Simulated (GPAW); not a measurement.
# ZnS (Wurtzite-6H) (P6_3mc) in GPAW: phonons with PBE+D3(BJ)+ATM

Aim: the phonons of ZnS (Wurtzite-6H) with PBE+D3(BJ)+ATM.

Everything below comes from runs of GPAW 26.7.0. Logs are shortened: lines on timing, memory, paths and dates and some standing lists are left out, and cuts for length are marked. The log counts tension as positive stress, the text compression.

**The experiment to reproduce.**

A printed reference work, monograph reports, for a bulk crystal of ZnS at 4 K: band gap 3.911 eV (direct).

The runs below are set against these values where they give the same quantity.

## Step 1: The crystal as given

It takes space group P6_3mc (No. 186, hexagonal). Conventional cell: a = 3.812 Å, b = 3.812 Å, c = 18.690 Å, α = 90.00°, β = 90.00°, γ = 120.00°. Around Zn (site symmetry 3m) lie 4 S at 2.33 to 2.34 Å. Zn (site symmetry 3m) has 4 S at 2.33 to 2.34 Å as nearest neighbours. Zn (site symmetry 3m) has 4 S at 2.33 to 2.34 Å as nearest neighbours. S (site symmetry 3m) has 4 Zn at 2.33 to 2.34 Å as nearest neighbours. S (site symmetry 3m) has 4 Zn at 2.33 to 2.34 Å as nearest neighbours. S (site symmetry 3m) is surrounded by 4 Zn at 2.33 to 2.34 Å.

## Step 2: Phonons, PBE+D3(BJ)+ATM

run.py reads:

```python
import json
import numpy as np
from ase import Atoms
from ase.calculators.mixing import SumCalculator
from ase.constraints import FixSymmetry
from ase.filters import FrechetCellFilter
from ase.io import read, write
from ase.optimize import BFGS
from dftd3.ase import DFTD3
from phonopy import Phonopy
from phonopy.structure.atoms import PhonopyAtoms
from gpaw import GPAW, PW

atoms = read('POSCAR')

calc = GPAW(mode=PW(600),
            xc='PBE',
            kpts={'size': (5, 5, 1), 'gamma': True},
            occupations={'name': 'fermi-dirac', 'width': 0.05},
            nbands=84,
            convergence={'density': 1e-06, 'eigenstates': 1e-09},
            maxiter=150,
            txt='gpaw.txt')
atoms.calc = SumCalculator([calc, DFTD3(damping='d3bj', params_tweaks=dict(method='pbe', atm=True))])
atoms.set_constraint(FixSymmetry(atoms))
BFGS(FrechetCellFilter(atoms), trajectory='relax.traj', logfile='-').run(fmax=0.005, steps=40)
atoms.set_constraint()
energy = atoms.get_potential_energy()
forces = atoms.get_forces()
stress = atoms.get_stress()
calc.write('gs.gpw')
write('result.traj', atoms)
print('Cell:', atoms.cell.cellpar().round(4))
print(atoms.get_scaled_positions().round(5))

def force_constants(scale):
    unit = PhonopyAtoms(symbols=atoms.get_chemical_symbols(), cell=atoms.cell[:] * scale**(1 / 3),
                        scaled_positions=atoms.get_scaled_positions())
    ph = Phonopy(unit, supercell_matrix=np.diag([1, 1, 1]), primitive_matrix=np.eye(3), symprec=1e-4)
    ph.generate_displacements(distance=0.01)
    forces = []
    for i, sc in enumerate(ph.supercells_with_displacements):
        a = Atoms(sc.symbols, cell=sc.cell, scaled_positions=sc.scaled_positions, pbc=True)
        c = GPAW(mode=PW(600),
                 xc='PBE',
                 kpts={'size': (5, 5, 1), 'gamma': True},
                 occupations={'name': 'fermi-dirac', 'width': 0.05},
                 nbands=84,
                 convergence={'density': 1e-06, 'eigenstates': 1e-09},
                 maxiter=150,
                 txt=f'disp-{scale:.3f}-{i:02d}.txt')
        a.calc = SumCalculator([c, DFTD3(damping='d3bj', params_tweaks=dict(method='pbe', atm=True))])
        f = a.get_forces()
        forces.append(f - f.mean(axis=0))
        print(f'displacement {i}: drift', f.mean(axis=0).round(5), flush=True)
    ph.forces = forces
    ph.produce_force_constants()
    ph.symmetrize_force_constants()
    return ph

qpoints = [[0.0, 0.0, 0.0]]
results = {}
for scale in [1.0]:
    ph = force_constants(scale)
    ph.run_qpoints(qpoints)
    nu = ph.qpoints.frequencies * 33.35641  # THz to cm^-1
    results[f'{scale:.3f}'] = nu.tolist()
    for qp, f in zip(qpoints, nu):
        print(scale, np.round(qp, 4), f.round(2))
json.dump(results, open('phonons.json', 'w'))
```

POSCAR reads:

```
ZnS
1.0
    3.8120000000      0.0000000000      0.0000000000
   -1.9060000000      3.3012888392      0.0000000000
    0.0000000000      0.0000000000     18.6899900000
Zn S
6 6
Direct
    0.3333333333      0.6666666667      0.8333300000
    0.6666666667      0.3333333333      0.3333300000
    0.6666666667      0.3333333333      0.6666700000
    0.3333333333      0.6666666667      0.1666700000
    0.0000000000      0.0000000000      0.5000000000
    0.0000000000      0.0000000000      0.0000000000
    0.3333333333      0.6666666667      0.9583300000
    0.6666666667      0.3333333333      0.4583300000
    0.6666666667      0.3333333333      0.7916700000
    0.3333333333      0.6666666667      0.2916700000
    0.0000000000      0.0000000000      0.6250000000
    0.0000000000      0.0000000000      0.1250000000
```

Potentials or basis: GPAW PAW data sets (gpaw-data 1.2.1), pw.

The run is started by

```
OMP_NUM_THREADS=1 python run.py
```

gpaw.txt:

```text
__  _  _
 | _ |_)|_||  |
 |__||  | ||/\| - 26.7.0

Input parameters:
  mode=PW(ecut=600.0),
  convergence={'density': 1e-06, 'eigenstates': 1e-09},
  kpts=MonkhorstPack(size=(5, 5, 1), gamma=True),
  maxiter=150,
  nbands=84,
  occupations=Occupations(name='fermi-dirac', width=0.05),
  xc=XC(name='PBE')

Diagonalizing LCAO Hamiltonian
Converting LCAO to pw mode

         S

         Zn
             S

             Zn

       S

       Zn    S

         S   Zn

         Zn

       S

       Zn

Atoms  # Å, Bohr magnetons
|    | symbol |         x |        y |         z |    initial magnetic moments |
|----|--------|-----------|----------|-----------|-----------------------------|
|  0 |     Zn | -0.000000 | 2.200859 | 15.574929 | ( 0.0000,  0.0000,  0.0000) |
|  1 |     Zn |  1.906000 | 1.100430 |  6.229934 | ( 0.0000,  0.0000,  0.0000) |
|  2 |     Zn |  1.906000 | 1.100430 | 12.460056 | ( 0.0000,  0.0000,  0.0000) |
|  3 |     Zn | -0.000000 | 2.200859 |  3.115061 | ( 0.0000,  0.0000,  0.0000) |
|  4 |     Zn | -0.000000 | 0.000000 |  9.344995 | ( 0.0000,  0.0000,  0.0000) |
|  5 |     Zn | -0.000000 | 0.000000 |  0.000000 | ( 0.0000,  0.0000,  0.0000) |
|  6 |      S | -0.000000 | 2.200859 | 17.911178 | ( 0.0000,  0.0000,  0.0000) |
|  7 |      S |  1.906000 | 1.100430 |  8.566183 | ( 0.0000,  0.0000,  0.0000) |
|  8 |      S |  1.906000 | 1.100430 | 14.796304 | ( 0.0000,  0.0000,  0.0000) |
|  9 |      S | -0.000000 | 2.200859 |  5.451309 | ( 0.0000,  0.0000,  0.0000) |
| 10 |      S | -0.000000 | 0.000000 | 11.681244 | ( 0.0000,  0.0000,  0.0000) |
| 11 |      S | -0.000000 | 0.000000 |  2.336249 | ( 0.0000,  0.0000,  0.0000) |
[... 253 lines left out ...]
       Zn

Atoms  # Å, Bohr magnetons
|    | symbol |         x |        y |         z |    initial magnetic moments |
|----|--------|-----------|----------|-----------|-----------------------------|
|  0 |     Zn | -0.000000 | 2.200777 | 15.574326 | ( 0.0000,  0.0000,  0.0000) |
|  1 |     Zn |  1.905929 | 1.100389 |  6.229748 | ( 0.0000,  0.0000,  0.0000) |
|  2 |     Zn |  1.905929 | 1.100389 | 12.459790 | ( 0.0000,  0.0000,  0.0000) |
|  3 |     Zn | -0.000000 | 2.200777 |  3.115212 | ( 0.0000,  0.0000,  0.0000) |
|  4 |     Zn | -0.000000 | 0.000000 |  9.344592 | ( 0.0000,  0.0000,  0.0000) |
|  5 |     Zn | -0.000000 | 0.000000 |  0.000014 | ( 0.0000,  0.0000,  0.0000) |
|  6 |      S | -0.000000 | 2.200777 | 17.909855 | ( 0.0000,  0.0000,  0.0000) |
|  7 |      S |  1.905929 | 1.100389 |  8.565277 | ( 0.0000,  0.0000,  0.0000) |
|  8 |      S |  1.905929 | 1.100389 | 14.795492 | ( 0.0000,  0.0000,  0.0000) |
|  9 |      S | -0.000000 | 2.200777 |  5.450914 | ( 0.0000,  0.0000,  0.0000) |
| 10 |      S | -0.000000 | 0.000000 | 11.681004 | ( 0.0000,  0.0000,  0.0000) |
| 11 |      S | -0.000000 | 0.000000 |  2.336426 | ( 0.0000,  0.0000,  0.0000) |

Unit cell  # Å
| periodic |         x |         y |         z |   lengths |     angles |
|----------|-----------|-----------|-----------|-----------|------------|
|      yes |  3.811858 |  0.000000 |  0.000000 |  3.811858 |  90.000000 |
|      yes | -1.905929 |  3.301166 |  0.000000 |  3.811858 |  90.000000 |
|      yes |  0.000000 | -0.000000 | 18.689156 | 18.689156 | 120.000000 |

Number of symmetries: 6
Symmetry operations  # r_c * U_cc + t_c -> r_c
|   | kind |            matrix            |
|---|------|------------------------------|
| 0 |  σ   |  1, 1, 0,  0,-1, 0,  0, 0, 1 |
| 1 |  E   |  1, 0, 0,  0, 1, 0,  0, 0, 1 |
| 2 |  C3  |  0, 1, 0, -1,-1, 0,  0, 0, 1 |
| 3 |  σ   |  0,-1, 0, -1, 0, 0,  0, 0, 1 |
| 4 |  σ   | -1, 0, 0,  1, 1, 0,  0, 0, 1 |
| 5 |  C3  | -1,-1, 0,  1, 0, 0,  0, 0, 1 |

BZ-sampling:
  Number of BZ points: 25
  Number of IBZ points: 5

  Monkhorst-Pack size: [5, 5, 1]
  Monkhorst-Pack shift: [0, 0, 0]

K-points  # in reciprocal-cell coordinates
|   |                                coordinates |     weight |
|---|--------------------------------------------|------------|
| 0 | (  0.00000000,   0.00000000,   0.00000000) | 0.04000000 |
| 1 | (  0.20000000,   0.00000000,   0.00000000) | 0.24000000 |
| 2 | (  0.40000000,  -0.20000000,   0.00000000) | 0.24000000 |
| 3 | (  0.40000000,   0.00000000,   0.00000000) | 0.24000000 |
| 4 | (  0.40000000,   0.40000000,   0.00000000) | 0.24000000 |
[... 212 lines left out ...]
       Zn

Atoms  # Å, Bohr magnetons
|    | symbol |         x |        y |         z |    initial magnetic moments |
|----|--------|-----------|----------|-----------|-----------------------------|
|  0 |     Zn | -0.000000 | 2.199985 | 15.568274 | ( 0.0000,  0.0000,  0.0000) |
|  1 |     Zn |  1.905243 | 1.099993 |  6.227591 | ( 0.0000,  0.0000,  0.0000) |
|  2 |     Zn |  1.905243 | 1.099993 | 12.457197 | ( 0.0000,  0.0000,  0.0000) |
|  3 |     Zn | -0.000000 | 2.199985 |  3.116514 | ( 0.0000,  0.0000,  0.0000) |
|  4 |     Zn | -0.000000 | 0.000000 |  9.340900 | ( 0.0000,  0.0000,  0.0000) |
|  5 |     Zn | -0.000000 | 0.000000 |  0.000218 | ( 0.0000,  0.0000,  0.0000) |
|  6 |      S | -0.000000 | 2.199985 | 17.897994 | ( 0.0000,  0.0000,  0.0000) |
|  7 |      S |  1.905243 | 1.099993 |  8.557312 | ( 0.0000,  0.0000,  0.0000) |
|  8 |      S |  1.905243 | 1.099993 | 14.788175 | ( 0.0000,  0.0000,  0.0000) |
|  9 |      S | -0.000000 | 2.199985 |  5.447493 | ( 0.0000,  0.0000,  0.0000) |
| 10 |      S | -0.000000 | 0.000000 | 11.678448 | ( 0.0000,  0.0000,  0.0000) |
| 11 |      S | -0.000000 | 0.000000 |  2.337765 | ( 0.0000,  0.0000,  0.0000) |

Unit cell  # Å
| periodic |         x |         y |         z |   lengths |     angles |
|----------|-----------|-----------|-----------|-----------|------------|
|      yes |  3.810486 |  0.000000 |  0.000000 |  3.810486 |  90.000000 |
|      yes | -1.905243 |  3.299978 | -0.000000 |  3.810486 |  90.000000 |
|      yes |  0.000000 | -0.000000 | 18.681365 | 18.681365 | 120.000000 |

Number of symmetries: 6
Symmetry operations  # r_c * U_cc + t_c -> r_c
|   | kind |            matrix            |
|---|------|------------------------------|
| 0 |  σ   |  1, 1, 0,  0,-1, 0,  0, 0, 1 |
| 1 |  E   |  1, 0, 0,  0, 1, 0,  0, 0, 1 |
| 2 |  C3  |  0, 1, 0, -1,-1, 0,  0, 0, 1 |
| 3 |  σ   |  0,-1, 0, -1, 0, 0,  0, 0, 1 |
| 4 |  σ   | -1, 0, 0,  1, 1, 0,  0, 0, 1 |
| 5 |  C3  | -1,-1, 0,  1, 0, 0,  0, 0, 1 |

BZ-sampling:
  Number of BZ points: 25
  Number of IBZ points: 5

  Monkhorst-Pack size: [5, 5, 1]
  Monkhorst-Pack shift: [0, 0, 0]

K-points  # in reciprocal-cell coordinates
|   |                                coordinates |     weight |
|---|--------------------------------------------|------------|
| 0 | (  0.00000000,   0.00000000,   0.00000000) | 0.04000000 |
| 1 | (  0.20000000,   0.00000000,   0.00000000) | 0.24000000 |
| 2 | (  0.40000000,  -0.20000000,   0.00000000) | 0.24000000 |
| 3 | (  0.40000000,   0.00000000,   0.00000000) | 0.24000000 |
| 4 | (  0.40000000,   0.40000000,   0.00000000) | 0.24000000 |
[... 628 lines left out ...]
xc functional:
  name: PBE with 2 nearest neighbor stencil

convergence criteria:
- Maximum integral of absolute [dens]ity change: 1e-06 electrons / valence electron
- Maximum integral of absolute [eigenst]ate change: 1e-09 eV^2 / valence electron
- Maximum [total energy] change in last 3 cyles: 0.0005 eV / valence electron
maximum number of iterations: 150

SCF iterations
|iter     | |      energy | eigst |  dens |
|---------|-|-------------|-------|-------|
|iter:   1| |  -41.463386 | -2.05 |       |
|iter:   2| |  -41.463007 | -3.16 | -2.93 |
|iter:   3| |  -41.461834c| -3.57 | -3.00 |
|iter:   4| |  -41.461758c| -4.59 | -3.44 |
|iter:   5| |  -41.461748c| -4.99 | -3.80 |
|iter:   6| |  -41.461747c| -5.54 | -4.13 |
|iter:   7| |  -41.461748c| -6.21 | -4.53 |
|iter:   8| |  -41.461748c| -6.90 | -4.94 |
|iter:   9| |  -41
[... cut ...]
s / valence electron
- Maximum integral of absolute [eigenst]ate change: 1e-09 eV^2 / valence electron
- Maximum [total energy] change in last 3 cyles: 0.0005 eV / valence electron
maximum number of iterations: 150

SCF iterations
|iter     | |      energy | eigst |  dens |
|---------|-|-------------|-------|-------|
|iter:   1| |  -41.460662 | -2.96 |       |
|iter:   2| |  -41.460557 | -4.21 | -3.35 |
|iter:   3| |  -41.460335c| -4.27 | -3.44 |
|iter:   4| |  -41.460334c| -5.14 | -4.11 |
|iter:   5| |  -41.460334c| -5.99 | -4.44 |
|iter:   6| |  -41.460334c| -6.85 | -4.82 |
|iter:   7| |  -41.460334c| -7.59 | -5.18 |
|iter:   8| |  -41.460334c| -8.44 | -5.63 |
|iter:   9| |  -41.460334c| -9.07c| -6.10c|

Converged in 9 steps
Energy contributions relative to reference atoms: (reference = -358313.679303)

Energy contributions:
  Kinetic:          69.455846
  Coulomb:         -58.502307
  Zero:              0.322002
  External:          0.000000
  Xc:              -52.735875
  Entropy:          -0.000000
  Spinorbit:         0.000000
  ----------------------------
  Free energy:     -41.460334
  Extrapolated:    -41.460334
[... 489 lines left out ...]
xc functional:
  name: PBE with 2 nearest neighbor stencil

convergence criteria:
- Maximum integral of absolute [dens]ity change: 1e-06 electrons / valence electron
- Maximum integral of absolute [eigenst]ate change: 1e-09 eV^2 / valence electron
- Maximum [total energy] change in last 3 cyles: 0.0005 eV / valence electron
maximum number of iterations: 150

SCF iterations
|iter     | |      energy | eigst |  dens |
|---------|-|-------------|-------|-------|
|iter:   1| |  -41.459210 | -3.41 |       |
|iter:   2| |  -41.459210 | -4.84 | -3.88 |
|iter:   3| |  -41.459200c| -5.26 | -3.93 |
|iter:   4| |  -41.459197c| -5.86 | -4.26 |
|iter:   5| |  -41.459197c| -6.74 | -4.55 |
|iter:   6| |  -41.459197c| -7.52 | -4.89 |
|iter:   7| |  -41.459197c| -7.99 | -5.24 |
|iter:   8| |  -41.459197c| -8.56 | -5.58 |
|iter:   9| |  -41.459197c| -9.24c| -5.98 |
|iter:  10| |  -41.459197c| -9.69c| -6.42c|

Converged in 10 steps
Energy contributions relative to reference atoms: (reference = -358313.679303)

Energy contributions:
  Kinetic:          69.554591
  Coulomb:         -58.576252
  Zero:              0.321436
  External:          0.000000
  Xc:              -52.758971
  Entropy:          -0.000000
  Spinorbit:         0.000000
  ----------------------------
  Free energy:     -41.459197
  Extrapolated:    -41.459197

dipole moment: (58.188140, -33.594937, -24.817242)  # |e|*Ang

Fermi level: 4.958
Eigenvalues  # (at kpt = [0.000, 0.000, 0.000])
| band index |      eig [eV] | occ [0-2] |
|------------|---------------|-----------|
|          0 |        -9.345 |     2.000 |
|        ... |               |           |
|         46 |         3.186 |     2.000 |
|         47 |         3.618 |     2.000 |
|         48 |         3.618 |     2.000 |
|         49 |         3.630 |     2.000 |
|         50 |         3.630 |     2.000 |
|         51 |         3.847 |     2.000 |
[... 8 lines left out ...]
|         60 |        10.168 |     0.000 |
|         61 |        10.190 |     0.000 |
|        ... |               |           |
[... 7 lines left out ...]
Stress tensor  # eV/Ang^3
|         x |         y |         z |
|-----------|-----------|-----------|
| -0.015477 | -0.000000 |  0.000000 |
|  0.000000 | -0.015477 |  0.000000 |
|  0.000000 |  0.000000 | -0.015295 |

Forces  # eV/Ang
|        x |        y |        z |
|----------|----------|----------|
| -0.00000 |  0.00000 |  0.00380 |  # Zn   0
|  0.00000 |  0.00000 |  0.00381 |  # Zn   1
|  0.00000 |  0.00000 | -0.00150 |  # Zn   2
| -0.00000 |  0.00000 | -0.00151 |  # Zn   3
| -0.00000 |  0.00000 |  0.00233 |  # Zn   4
| -0.00000 |  0.00000 |  0.00231 |  # Zn   5
|  0.00000 | -0.00000 |  0.00156 |  # S    6
| -0.00000 |  0.00000 |  0.00160 |  # S    7
|  0.00000 |  0.00000 | -0.00311 |  # S    8
| -0.00000 |  0.00000 | -0.00307 |  # S    9
|  0.00000 |  0.00000 | -0.00307 |  # S   10
| -0.00000 |  0.00000 | -0.00307 |  # S   11

# Writing to gs.gpw (mode='')
```

Wall time 84 min (1 thread of Arm Neoverse V1, shared host); peak memory 1.2 GiB.

Results:

- Free energy: -44.9545 eV
- Relaxed volume: 19.53 Å³/atom
- Relaxed cell: a = 3.807 Å, b = 3.807 Å, c = 18.669 Å, α = 90.00°, β = 90.00°, γ = 120.00°
- Space group after relaxing (to 0.05 Å): P6_3mc (No. 186)
- Pressure after relaxing: 0.0 GPa
- Largest force after relaxing: 0.004 eV/Å
- Band gap on the k mesh: 2.17 eV, direct
- Highest phonon frequency at Γ, LO-TO splitting left out: 341 cm⁻¹
- Dispersion energy per atom: -0.291 eV

Forces in eV/Å, atoms in the order of the input:
```
Zn   0.000  0.000  0.004
Zn   0.000  0.000  0.004
Zn   0.000  0.000  0.002
Zn   0.000  0.000  0.002
Zn   0.000  0.000  0.002
Zn   0.000  0.000  0.002
S    0.000  0.000 -0.002
S    0.000  0.000 -0.002
S    0.000  0.000 -0.003
S    0.000  0.000 -0.003
S    0.000  0.000 -0.003
S    0.000  0.000 -0.003
```

Final structure:
```cif
data_structure
_symmetry_space_group_name_H-M 'P 1'
_symmetry_Int_Tables_number 1
_cell_length_a 3.8074
_cell_length_b 3.8074
_cell_length_c 18.6688
_cell_angle_alpha 90.000
_cell_angle_beta 90.000
_cell_angle_gamma 120.000
_cell_volume 234.37
loop_
_atom_site_label
_atom_site_type_symbol
_atom_site_fract_x
_atom_site_fract_y
_atom_site_fract_z
_atom_site_occupancy
Zn1 Zn 0.33333 0.66667 0.83324 1
Zn2 Zn 0.66667 0.33333 0.33324 1
Zn3 Zn 0.66667 0.33333 0.66684 1
Zn4 Zn 0.33333 0.66667 0.16684 1
Zn5 Zn 0.00000 0.00000 0.50002 1
Zn6 Zn 0.00000 0.00000 0.00002 1
S1 S 0.33333 0.66667 0.95811 1
S2 S 0.66667 0.33333 0.45811 1
S3 S 0.66667 0.33333 0.79166 1
S4 S 0.33333 0.66667 0.29166 1
S5 S 0.00000 0.00000 0.62513 1
S6 S 0.00000 0.00000 0.12513 1
```

Phonon frequencies in cm⁻¹ (negative: imaginary):
```
              q point                                                                                                                     frequencies
(0.000, 0.000, 0.000)  0 0 0 41 41 42 42 62 62 63 63 68 68 99 100 170 172 196 278 279 279 281 281 283 283 286 286 290 290 292 292 336 337 338 340 341
```

Caveat: the k mesh is coarse; the LO-TO splitting is left out.

## Step 3: Against experiment

Step 2. Measured gap of ZnS: 3.911 eV (direct; 4 K; a printed reference work, monograph). This calculation gives 2.17 eV (-1.74 eV). The value is that of PBE+D3(BJ)+ATM, without temperature or zero-point motion. Semilocal functionals fall short of measured gaps as a rule.
